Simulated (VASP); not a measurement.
**ZrSi2: interstitial Li from one void to a neighbouring one**

Aim: the barrier for one hop in ZrSi2: interstitial Li from one void to a neighbouring one. The start is a cell from a database of measured crystal structures.

Method: PBE; plane waves and PAW (Zr_sv, Si), in the first sound run; inputs show where later runs differ, in VASP 6.6.1.

The database entry behind the starting cell differs from later determinations by our own check (a about 0.3 % long), so it need not match the best structure at ambient conditions.

**1. The host crystal**

Symmetry: Cmcm, No. 63, orthorhombic system. Conventional cell: a = 3.706 Å, b = 14.735 Å, c = 3.672 Å, α = 90.00°, β = 90.00°, γ = 90.00°. Nearest to Zr lie 10 Si at 2.72 to 2.97 Å. Nearest to Si lie 4 Si at 2.61 Å and 4 Zr at 2.81 to 2.83 Å. Nearest to Si lie 2 Si at 2.40 Å and 6 Zr at 2.72 to 2.97 Å. Farther neighbours are not listed.

Coordinates:

```xyz
6
Lattice="1.8530 -7.3675 0.0000 1.8530 7.3675 0.0000 0.0000 0.0000 3.6720" Properties=species:S:1:pos:R:3 pbc="T T T"
Zr    1.8530    5.8144    0.9180
Zr    1.8530   -5.8144    2.7540
Si    1.8530   -3.6896    0.9180
Si    1.8530    3.6896    2.7540
Si    1.8530    0.7692    0.9180
Si    1.8530   -0.7692    2.7540
```

**2. Relax the host**

First cell and atoms are relaxed at a raised cutoff, so that later runs start from this functional's own cell.

Contents of INCAR:

```
SYSTEM = ZrSi2
PREC = Accurate
ENCUT = 350
EDIFF = 1E-06
NELM = 120
ISMEAR = 0
SIGMA = 0.1
LREAL = .FALSE.
ALGO = Normal
GGA = PE
NBANDS = 26
LASPH = .TRUE.
LORBIT = 11
LWAVE = .FALSE.
LCHARG = .FALSE.
KPAR = 6
IBRION = 2
NSW = 40
ISIF = 3
EDIFFG = -0.02
POTIM = 0.4
```

Contents of POSCAR:

```
ZrSi2
1.0
    1.8530000000     -7.3675000000      0.0000000000
    1.8530000000      7.3675000000      0.0000000000
    0.0000000000      0.0000000000      3.6720000000
Zr Si
2 4
Direct
    0.1054000000      0.8946000000      0.2500000000
    0.8946000000      0.1054000000      0.7500000000
    0.7504000000      0.2496000000      0.2500000000
    0.2496000000      0.7504000000      0.7500000000
    0.4478000000      0.5522000000      0.2500000000
    0.5522000000      0.4478000000      0.7500000000
```

Contents of KPOINTS:

```
Automatic mesh
0
Gamma
5 5 5
0 0 0
```

The projector-augmented-wave data sets are Zr_sv and Si (PBE family, release 64).

The run is started by

```bash
mpirun -np 6 vasp_std
```

The program printed:

```text
[banner, memory and clock lines left out]
running    6 mpi-ranks, on    1 nodes
 distrk:  each k-point on    1 cores,    6 groups
 distr:  one band on    1 cores,    1 groups

 POSCAR found type information on POSCAR ZrSi
 POSCAR found :  2 types and       6 ions
|                                                                             |
|           W    W    AA    RRRRR   N    N  II  N    N   GGGG   !!!           |
|           W    W   A  A   R    R  NN   N  II  NN   N  G    G  !!!           |
|           W    W  A    A  R    R  N N  N  II  N N  N  G       !!!           |
|           W WW W  AAAAAA  RRRRR   N  N N  II  N  N N  G  GGG   !            |
|           WW  WW  A    A  R   R   N   NN  II  N   NN  G    G                |
|           W    W  A    A  R    R  N    N  II  N    N   GGGG   !!!           |
|                                                                             |
|     For optimal performance we recommend to set                             |
|       NCORE = 2 up to number-of-cores-per-socket                            |
|     NCORE specifies how many cores store one orbital (NPAR=cpu/NCORE).      |
|     This setting can greatly improve the performance of VASP for DFT.       |
|     The default, NCORE=1 might be grossly inefficient on modern             |
|     multi-core architectures or massively parallel machines. Do your        |
|     Unfortunately you need to use the default for GW and RPA                |
|     calculations (for HF NCORE is supported but not extensively tested      |
|     yet).                                                                   |
|                                                                             |

 LDA part: xc-table for (Slater+PW92), standard interpolation
 POSCAR, INCAR and KPOINTS ok, starting setup
 FFT: planning ... GRIDC
 FFT: planning ... GRID_SOFT
 FFT: planning ... GRID
 WAVECAR not read
 entering main loop
       N       E                     dE             d eps       ncg     rms          rms(c)
DAV:   1     0.208712282234E+03    0.20871E+03   -0.15887E+04  1420   0.106E+03
DAV:   2    -0.260025271708E+02   -0.23471E+03   -0.23092E+03  1692   0.298E+02
DAV:   3    -0.436058380232E+02   -0.17603E+02   -0.17478E+02  2604   0.611E+01
DAV:   4    -0.443155470673E+02   -0.70971E+00   -0.70857E+00  1808   0.125E+01
DAV:   5    -0.443448125195E+02   -0.29265E-01   -0.29259E-01  2294   0.207E+00    0.236E+01
DAV:   6    -0.427553581162E+02    0.15895E+01   -0.62588E+00  1692   0.121E+01    0.967E+00
DAV:   7    -0.427087672137E+02    0.46591E-01   -0.66949E-01  2260   0.379E+00    0.294E+00
DAV:   8    -0.426973935898E+02    0.11374E-01   -0.64795E-02  1790   0.138E+00    0.624E-01
DAV:   9    -0.426973979132E+02   -0.43234E-05   -0.39526E-03  2128   0.424E-01    0.227E-01
DAV:  10    -0.426974397461E+02   -0.41833E-04   -0.54157E-04  1900   0.142E-01    0.793E-02
DAV:  11    -0.426974599117E+02   -0.20166E-04   -0.18635E-04  1896   0.899E-02    0.215E-02
DAV:  12    -0.426974542988E+02    0.56129E-05   -0.10681E-05  1722   0.257E-02    0.768E-03
DAV:  13    -0.426974538027E+02    0.49611E-06   -0.96520E-07  1126   0.685E-03
   1 F= -.42697454E+02 E0= -.42694721E+02  d E =-.426975E+02
 curvature:   0.00 expect dE= 0.000E+00 dE for cont linesearch  0.000E+00
 trial: gam= 0.00000 g(F)=  0.213E-02 g(S)=  0.518E-02 ort = 0.000E+00 (trialstep = 0.100E+01)
 search vector abs. value=  0.732E-02
 bond charge predicted
       N       E                     dE             d eps       ncg     rms          rms(c)
DAV:   1    -0.427163497839E+02   -0.18895E-01   -0.72211E-01  1490   0.659E+00    0.138E+00
DAV:   2    -0.427032172299E+02    0.13133E-01   -0.70618E-02  1732   0.180E+00    0.461E-01
DAV:   3    -0.427002363096E+02    0.29809E-02   -0.11828E-02  2326   0.683E-01    0.169E-01
DAV:   4    -0.427002930071E+02   -0.56697E-04   -0.15605E-03  2144   0.154E-01    0.722E-02
DAV:   5    -0.427003841769E+02   -0.91170E-04   -0.50738E-04  2406   0.110E-01    0.598E-02
DAV:   6    -0.427004222859E+02   -0.38109E-04   -0.53427E-05  2320   0.345E-02    0.148E-02
DAV:   7    -0.427004235045E+02   -0.12186E-05   -0.15687E-05  2404   0.168E-02    0.498E-03
DAV:   8    -0.427004226206E+02    0.88386E-06   -0.81985E-07  1008   0.630E-03
   2 F= -.42700423E+02 E0= -.42697609E+02  d E =-.296882E-02
[...]
3 F= -.42700522E+02 E0= -.42697730E+02  d E =-.306853E-02
[...]
4 F= -.42701534E+02 E0= -.42698648E+02  d E =-.101161E-02
[...]
5 F= -.42701708E+02 E0= -.42698743E+02  d E =-.118590E-02
 curvature:  -0.95 expect dE=-0.332E-03 dE for cont linesearch -0.443E-08
 trial: gam= 0.24021 g(F)=  0.151E-03 g(S)=  0.199E-03 ort = 0.292E-05 (trialstep = 0.109E+01)
 search vector abs. value=  0.457E-03
 bond charge predicted
       N       E                     dE             d eps       ncg     rms          rms(c)
DAV:   1    -0.427021057557E+02   -0.39797E-03   -0.16506E-02  1410   0.887E-01    0.702E-02
DAV:   2    -0.427020285322E+02    0.77223E-04   -0.65899E-04  1780   0.153E-01    0.372E-02
DAV:   3    -0.427019912735E+02    0.37259E-04   -0.11777E-04  1896   0.666E-02    0.983E-03
DAV:   4    -0.427019902791E+02    0.99435E-06   -0.10324E-05  1538   0.174E-02    0.554E-03
DAV:   5    -0.427019901279E+02    0.15124E-06   -0.11205E-06  1046   0.697E-03
   6 F= -.42701990E+02 E0= -.42699009E+02  d E =-.281889E-03
 trial-energy change:   -0.000282  1 .order   -0.000282   -0.000382   -0.000182
 step:   2.0838(harm=  2.0838)  dis= 0.00458  next Energy=   -42.702074 (dE=-0.366E-03)
 reached required accuracy - stopping structural energy minimisation
```

Elapsed: 35 s, on 6 MPI ranks of Intel Xeon 6975P-C (Granite Rapids), shared host; peak memory 1.6 GiB.

Lines that name or quote the potential files are left out of all logs, and their timing lines are given in words.

Parts of OUTCAR (step 2):

```text
ion  position               nearest neighbor table
   1  0.105  0.895  0.250-   6 2.72   6 2.72   6 2.72   6 2.72   4 2.81   4 2.81   3 2.83   3 2.83
                             5 2.97   5 2.97   2 3.61   2 3.61
   2  0.895  0.105  0.750-   5 2.72   5 2.72   5 2.72   5 2.72   3 2.81   3 2.81   4 2.83   4 2.83
                             6 2.97   6 2.97   1 3.61   1 3.61
   3  0.750  0.250  0.250-   4 2.61   4 2.61   4 2.61   4 2.61   2 2.81   2 2.81   1 2.83   1 2.83

  LATTYP: Found a base centered orthorhombic cell.
 ALAT       =     3.7060000000
 B/A-ratio  =     3.9759848894
 C/A-ratio  =     0.9908256881

 Subroutine GETGRP returns: Found  8 space group operations
 (whereof  4 operations were pure point group operations)

The static configuration has the point symmetry C_2h.
 The point group associated with its full space group is D_2h.

 Found     27 irreducible k-points:

   k-points           NKPTS =     27   k-points in BZ     NKDIM =     27   number of bands    NBANDS=     26

   dimension x,y,z NGX =    48 NGY =   48 NGZ =   24
   dimension x,y,z NGXF=    96 NGYF=   96 NGZF=   48

   ENCUT  =  350.0 eV  25.72 Ry    5.07 a.u.  11.59 11.59  5.60*2*pi/ulx,y,z

   NELECT =      40.0000    total number of electrons

 k-points in reciprocal lattice and weights: Automatic mesh
   0.00000000  0.00000000  0.00000000       0.008
   0.20000000  0.00000000  0.00000000       0.032
   0.40000000  0.00000000  0.00000000       0.032
   0.20000000  0.20000000  0.00000000       0.016
   0.40000000  0.20000000  0.00000000       0.032
  -0.40000000  0.20000000  0.00000000       0.032
  -0.20000000  0.20000000  0.00000000       0.016
   0.40000000  0.40000000  0.00000000       0.016
  -0.40000000  0.40000000  0.00000000       0.016
[...]
0.40000000  0.40000000  0.40000000       0.032
  -0.40000000  0.40000000  0.40000000       0.032

 average (electrostatic) potential at core
       1 -73.6744       2 -73.6744       3 -79.6554       4 -79.6554       5 -79.6329
       6 -79.6329

 E-fermi :   9.9574

 k-point     1 :       0.0000    0.0000    0.0000
  band No.  band energies     occupation
    ...
     16       7.5159      2.00000
     17       7.5465      2.00000
     18       7.6098      2.00000
     19       7.7366      2.00000
     20       9.8984      1.59649
     21      11.0824      0.00000
     22      11.4263      0.00000
     23      11.4270      0.00000
     24      11.5693      0.00000
     25      12.0514      0.00000
    ...

 k-point     2 :       0.2000    0.0000    0.0000
  band No.  band energies     occupation
    ...
     15       7.1190      2.00000
     16       7.4517      2.00000
     17       7.6614      2.00000
     18       8.1229      2.00000
     19       8.3084      2.00000
     20      10.0641      0.13132
     21      10.5518      0.00000
     22      11.0605      0.00000
     23      11.0646      0.00000
     24      11.5460      0.00000
    ...

 k-point     3 :       0.4000    0.0000    0.0000
  band No.  band energies     occupation
    ...
     16       7.4813      2.00000
     17       8.2304      2.00000
     18       8.4340      2.00000
     19       8.9099      2.00000
     20       9.1873      2.00000
     21      10.2779      0.00001
     22      10.6112      0.00000
     23      11.3550      0.00000
     24      11.6318      0.00000
     25      12.0814      0.00000
    ...

  Total        0.0162121     -0.0619925      0.0580643      0.0000000      0.0000000      0.0000000
  in kB        0.2577478     -0.9855859      0.9231334      0.0000000      0.0000000      0.0000000
  external PRESSURE =       0.0650984 kB  Pullay stress =       0.0000000 kB

  energy-cutoff  :      350.00
  volume of cell :      100.78
      direct lattice vectors                 reciprocal lattice vectors
     1.861408529 -7.389237665  0.000000000     0.268613790 -0.067665979  0.000000000
     1.861408529  7.389237665 -0.000000000     0.268613790  0.067665979  0.000000000
     0.000000000  0.000000000  3.663399185     0.000000000  0.000000000  0.272970525

 POSITION                                       TOTAL-FORCE (eV/Angst)
 -----------------------------------------------------------------------------------
      1.86141      5.83594      0.91585         0.000000     -0.008400      0.000000
      1.86141     -5.83594      2.74755         0.000000      0.008400     -0.000000
      1.86141     -3.68988      0.91585         0.000000      0.017986     -0.000000
      1.86141      3.68988      2.74755         0.000000     -0.017986      0.000000
      1.86141      0.78066      0.91585         0.000000      0.005524     -0.000000
      1.86141     -0.78066      2.74755         0.000000     -0.005524      0.000000
 -----------------------------------------------------------------------------------
    total drift:                                0.000000     -0.000000     -0.000000

  FREE ENERGIE OF THE ION-ELECTRON SYSTEM (eV)
  ---------------------------------------------------
  free  energy   TOTEN  =       -42.7019901279 eV

  energy  without entropy=      -42.6960273971  energy(sigma->0) =      -42.69900876

 reached required accuracy - stopping structural energy minimisation

 total charge
# of ion       s       p       d       tot
------------------------------------------
    1        2.149   5.985   1.780   9.913
    2        2.149   5.985   1.780   9.913
    3        0.760   0.853   0.000   1.613
    4        0.760   0.853   0.000   1.613
    5        0.773   0.923   0.000   1.695
    6        0.773   0.923   0.000   1.695
--------------------------------------------------
tot          7.364  15.520   3.559  26.443

[... 3 further parts left out ...]
```

The k-mesh is coarse for a metal. The run keeps the 8 symmetry operations of its start, so it cannot find a distortion of lower symmetry.

Step by step:

```csv
step,energy less that of the first step (eV),largest force (eV/Å),pressure (GPa),volume (Å³)
1,0.0000,0.1102,0.74,100.26
2,-0.0030,0.0638,-0.46,101.16
3,-0.0031,0.0678,-0.28,101.02
4,-0.0041,0.0480,-0.09,100.87
5,-0.0043,0.0361,0.03,100.77
6,-0.0045,0.0180,0.01,100.78
```

| conventional cell, symmetrised | before | after | change |
| --- | --- | --- | --- |
| a (Å) | 3.706 | 3.723 | +0.5 % |
| b (Å) | 14.735 | 14.778 | +0.3 % |
| c (Å) | 3.672 | 3.663 | -0.2 % |
| volume (Å³/atom) | 16.71 | 16.80 | +0.5 % |

The atoms that moved most (Å, as changes of fractional coordinates times the final cell):

| atom | dx | dy | dz | length |
| --- | --- | --- | --- | --- |
| Si4 | 0.000 | -0.011 | 0.000 | 0.011 |
| Si3 | 0.000 | 0.011 | 0.000 | 0.011 |
| Si6 | 0.000 | -0.009 | 0.000 | 0.009 |
| Si5 | 0.000 | 0.009 | 0.000 | 0.009 |

Final coordinates:

```
Zr Si
1.0
     1.86141   -7.38924    0.00000
     1.86141    7.38924    0.00000
     0.00000    0.00000    3.66340
Zr Si
2 4
Direct
  0.10511 0.89489 0.25000
  0.89489 0.10511 0.75000
  0.74968 0.25032 0.25000
  0.25032 0.74968 0.75000
  0.44718 0.55282 0.25000
  0.55282 0.44718 0.75000
```

This step gave:

- electronic cycles: 48
- electrons: 40
- free energy (TOTEN): -42.70 eV
- energy at zero smearing: -42.70 eV
- Fermi energy: 9.957 eV
- labelled metallic, from the levels on this mesh: yes

The run ended after 6 ionic steps, 0.005 eV below its first step, once forces and stress met EDIFFG = -0.02.

(Part 1 of 4 ends here.)

[Lines on the potential files, build, host, timing and source positions are cut from VASP's logs without a mark.]

[Logs are printed without paths, hosts, clocks, repeated set-up lines and the standing remarks that a program may print on its own settings, such as how far it seeks lower states.]

[Hosts, paths, dates, database ids (printed as entryN), source tags and the programs' standing remarks are cut or masked in the printed files.]

[Runs that stopped without an error message from VASP are left out.]
